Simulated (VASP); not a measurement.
# Ba (P6/mmm) in VASP: a series of runs, part 3 of 3

VASP 6.6.1. The steps go on from the part before.

## 4. Single point, LDA

File INCAR:

```
SYSTEM = Ba
ADDGRID = .False.
ALGO = Normal
EDIFF = 1E-6
ENCUT = 450
GGA = CA
ISIF = 2
ISMEAR = 0
LASPH = .True.
LCHARG = .False.
LREAL = .False.
LWAVE = .False.
NBANDS = 11
NELM = 100
PREC = Accurate
SIGMA = 0.2
```

File KPOINTS:

```
k-points
0
Gamma
  10 10 10
  0 0 0
```

File POSCAR:

```
Ba
1.0
    4.3116136979      0.0000000000      0.0000000000
   -2.1558068490      3.7339669937      0.0000000000
    0.0000000000      0.0000000000      3.9134133000
Ba
1
Direct
    0.0000000000      0.0000000000      0.0000000000
```

Potentials or basis: VASP PAW LDA potentials, release 64 (Ba_sv).

Command:

```bash
$ cat potpaw_LDA.64/Ba_sv/POTCAR > POTCAR
$ mpirun -np 1 vasp_std > vasp.out
```

OUTCAR:

```text
SYSTEM = Ba
   EDIFF = 1E-6
   ENCUT = 450
   GGA = CA
   ISIF = 2
   ISMEAR = 0
   LASPH = .True.
   LREAL = .False.
   NELM = 100
   PREC = Accurate

 Found     84 irreducible k-points:

 Following reciprocal coordinates:
            Coordinates               Weight
  0.000000  0.000000  0.000000      1.000000
  0.100000  0.000000  0.000000      6.000000
  0.200000  0.000000  0.000000      6.000000
  0.300000  0.000000  0.000000      6.000000
  0.400000  0.000000  0.000000      6.000000
  0.500000  0.000000  0.000000      3.000000
   k-points           NKPTS =     84   k-points in BZ     NKDIM =     84   number of bands    NBANDS=     11
   number of dos      NEDOS =    301   number of ions     NIONS =      1
   total plane-waves  NPLWV =  25200
   dimension x,y,z NGX =    30 NGY =   30 NGZ =   28
   dimension x,y,z NGXF=    60 NGYF=   60 NGZF=   56
   ions per type =               1
   NGX,Y,Z   is equivalent  to a cutoff of  11.57, 11.57, 11.89 a.u.
   NGXF,Y,Z  is equivalent  to a cutoff of  23.13, 23.13, 23.79 a.u.
 SYSTEM =  Ba
   PREC   = accura    normal or accurate (medium, high low for compatibility)
   ISTART =      0    job   : 0-new  1-cont  2-samecut
   ICHARG =      2    charge: 1-file 2-atom 10-const
   ISPIN  =      1    spin polarized calculation?
   LNONCOLLINEAR =      F non collinear calculations
   LSORBIT =      F    spin-orbit coupling
   LASPH  =      T    aspherical Exc in radial PAW
   ENCUT  =  450.0 eV  33.07 Ry    5.75 a.u.   7.46  7.46  6.77*2*pi/ulx,y,z
   NELM   =    100;   NELMIN=  2; NELMDL= -5     # of ELM steps
   EDIFF  = 0.1E-05   stopping-criterion for ELM
   LREAL  =      F    real-space projection
   EDIFFG = 0.1E-04   stopping-criterion for IOM
   NSW    =      0    number of steps for IOM
   IBRION =     -1    ionic relax: 0-MD 1-quasi-New 2-CG
   NFREE  =      0    steps in history (QN), initial steepest desc. (CG)
   ISIF   =      2    stress and relaxation
   ISYM   =      2    0-nonsym 1-usesym 2-fastsym
   POTIM  = 0.5000    time-step for ionic-motion
   TEBEG  =    0.0;   TEEND  =   0.0 temperature during run
   PSTRESS=    0.0 pullay stress
   NELECT =      10.0000    total number of electrons
   NUPDOWN=      -1.0000    fix difference up-down
   EMIN   =  10.00;   EMAX   =-10.00  energy-range for DOS
   EFERMI =   0.00;   METHOD = LEGACY
   ISMEAR =     0;   SIGMA  =   0.20  broadening in eV -4-tet -1-fermi 0-gaus
   EFERMI_NEDOS =   21; number of points for ismear=-14 and -15
   IALGO  =     38    algorithm
   IMIX   =      4    mixing-type and parameters
     AMIX     =   0.40;   BMIX     =  1.00
     AMIX_MAG =   1.60;   BMIX_MAG =  1.00
  volume/ion in A,a.u.               =      63.00       425.17
  Fermi-wavevector in a.u.,A,eV,Ry     =   0.886379  1.675014 10.689660  0.785668
  Thomas-Fermi vector in A             =   2.007537
   LORBIT       =      0    0 simple, 1 ext, 2 COOP (PROOUT), +10 PAW based schemes
   GGA     = CA    functional components
   LHFCALC =     F    Hartree Fock is set to
   AEXX    =    0.0000 exact exchange contribution
   IVDW    =     0    specifies the selected vdW correction
   LEPSILON=     F    determine dielectric tensor
   LRPA    =     F    only Hartree local field effects (RPA)
 non-spin polarized calculation
 Gauss-broadening in eV      SIGMA  =   0.20
  energy-cutoff  :      450.00
  volume of cell :       63.00
 maximum number of plane-waves:      1392
 NGX is ok and might be reduce to    30
   NGX = 15   NGY = 15   NGZ = 13

 number of electron      10.0000000 magnetization

 Free energy of the ion-electron system (eV)
  ---------------------------------------------------
  ext. energy  EPLUGINS =         0.00000000
  ---------------------------------------------------
  free energy    TOTEN  =        -2.04824052 eV

  energy without entropy =       -2.02543897  energy(sigma->0) =       -2.03683975

 E-fermi :   1.4446     XC(G=0):  -7.6048

 val. band max:        1.4299190739   @ k =   0.4000   0.1000   0.3000
 cond. band min:       1.4508754695   @ k =   0.0000   0.0000   0.0000
 fundamental gap:      0.0209563955
 Fermi energy:         1.4446188807

 k-point     1 :       0.0000    0.0000    0.0000
  band No.  band energies     occupation
      1     -27.5838      2.00000
      2     -12.5264      2.00000
      3     -12.5264      2.00000
      4     -12.4150      2.00000
      5      -1.2734      2.00000
      6       1.4509      0.96471
      7       3.0761      0.00000
      8       3.0761      0.00000
      9       6.2649      0.00000
     10       6.2649      0.00000
     11       7.5373      0.00000
[... 57 lines left out ...]
 k-point     6 :       0.5000    0.0000    0.0000
  band No.  band energies     occupation
      1     -27.5412      2.00000
      2     -13.0253      2.00000
      3     -12.6429      2.00000
      4     -12.3617      2.00000
      5       0.4595      2.00000
      6       1.7429      0.03495
      7       2.4849      0.00000
      8       4.3491      0.00000
      9       5.8419      0.00000
     10       6.1697      0.00000
     11       7.3203      0.00000

 [... further k-points ...]

------------------------ aborting loop because EDIFF is reached ----------------------------------------

  FORCE on cell =-STRESS in cart. coord.  units (eV):
  Direction    XX          YY          ZZ          XY          YZ          ZX
  --------------------------------------------------------------------------------------
  -------------------------------------------------------------------------------------
  Total       -0.6161084     -0.6161084     -0.2967870      0.0000000      0.0000000      0.0000000
  in kB      -15.6675714    -15.6675714     -7.5472617      0.0000000      0.0000000      0.0000000
  external PRESSURE =     -12.9608015 kB  Pullay stress =       0.0000000 kB

 VOLUME and BASIS-vectors are now :
 -----------------------------------------------------------------------------
  energy-cutoff  :      450.00
  volume of cell :       63.00
      direct lattice vectors                 reciprocal lattice vectors
     4.311613698  0.000000000  0.000000000     0.231931724  0.133905844  0.000000000
    -2.155806849  3.733966994  0.000000000     0.000000000  0.267811687  0.000000000
     0.000000000  0.000000000  3.913413300     0.000000000  0.000000000  0.255531405

 POSITION                                       TOTAL-FORCE (eV/Angst)
 -----------------------------------------------------------------------------------
      0.00000      0.00000      0.00000         0.000000      0.000000      0.000000
 -----------------------------------------------------------------------------------
    total drift:                                0.000000      0.000000     -0.000000

  FREE ENERGIE OF THE ION-ELECTRON SYSTEM (eV)
  ---------------------------------------------------
  free  energy   TOTEN  =        -2.0482405187 eV

  energy  without entropy=       -2.0254389744  energy(sigma->0) =       -2.03683975
```

OSZICAR:

```text
N       E                     dE             d eps       ncg     rms          rms(c)
DAV:   1     0.496624155326E+02    0.49662E+02   -0.39570E+03  1848   0.672E+02
DAV:   2     0.309195298752E+00   -0.49353E+02   -0.48229E+02  2184   0.129E+02
DAV:   3    -0.198410470563E+01   -0.22933E+01   -0.22789E+01  2389   0.286E+01
DAV:   4    -0.205327528798E+01   -0.69171E-01   -0.69005E-01  2333   0.465E+00
DAV:   5    -0.205585190005E+01   -0.25766E-02   -0.25762E-02  2628   0.694E-01    0.180E+00
DAV:   6    -0.205087988420E+01    0.49720E-02   -0.53703E-03  2345   0.588E-01    0.106E+00
DAV:   7    -0.204819052161E+01    0.26894E-02   -0.92392E-03  2670   0.766E-01    0.546E-02
DAV:   8    -0.204823760520E+01   -0.47084E-04   -0.22121E-04  2359   0.789E-02    0.128E-02
DAV:   9    -0.204824102951E+01   -0.34243E-05   -0.11798E-05  2630   0.158E-02    0.450E-03
DAV:  10    -0.204824051873E+01    0.51078E-06   -0.15057E-06  1545   0.636E-03
   1 F= -.20482405E+01 E0= -.20368397E+01  d E =-.228015E-01
```

Run time: 12 s. Hardware: 1 thread of Intel Xeon 6975P-C (Granite Rapids), shared host; peak memory 0.17 GiB.

These settings aren't checked as converged: the numbers below hold their error.

What came out:

```
Free energy            : -2.0482 eV
Pressure               : -1.3 GPa
Band gap on the k mesh : none (metal or under the smearing width)
```

## 5. Single point, LDA

INCAR is that of step 4.

KPOINTS is that of step 4.

File POSCAR:

```
Ba
1.0
    4.3404360000      0.0427450000      0.0778240000
   -2.1332000000      3.6827230000     -0.0419260000
    0.0706370000     -0.0031590000      3.9204320000
Ba
1
Direct
    0.0107920000      0.0146870000     -0.0229320000
```

Command:

```bash
$ cat potpaw_LDA.64/Ba_sv/POTCAR > POTCAR
$ mpirun -np 1 vasp_std > vasp.out
```

Wall time 70 s (1 thread of Intel Xeon 6975P-C (Granite Rapids), shared host); peak memory 0.36 GiB.

These settings aren't checked as converged: the numbers below hold their error.

What came out:

* Free energy: -2.0488 eV
* Pressure: -1.3 GPa
* Band gap on the k mesh: none (metal or under the smearing width)

## 6. The reference run

An earlier run on the cell as given: functional PBE; potentials or basis VASP PAW PBE potentials, release 64 (Ba_sv); cutoff 520 eV; k mesh 7 × 7 × 7; occupations fermi-dirac, width 0.05 eV; no spin polarisation.

* Pressure: -0.1 GPa
* Band gap on the k mesh: none (metal or under the smearing width)
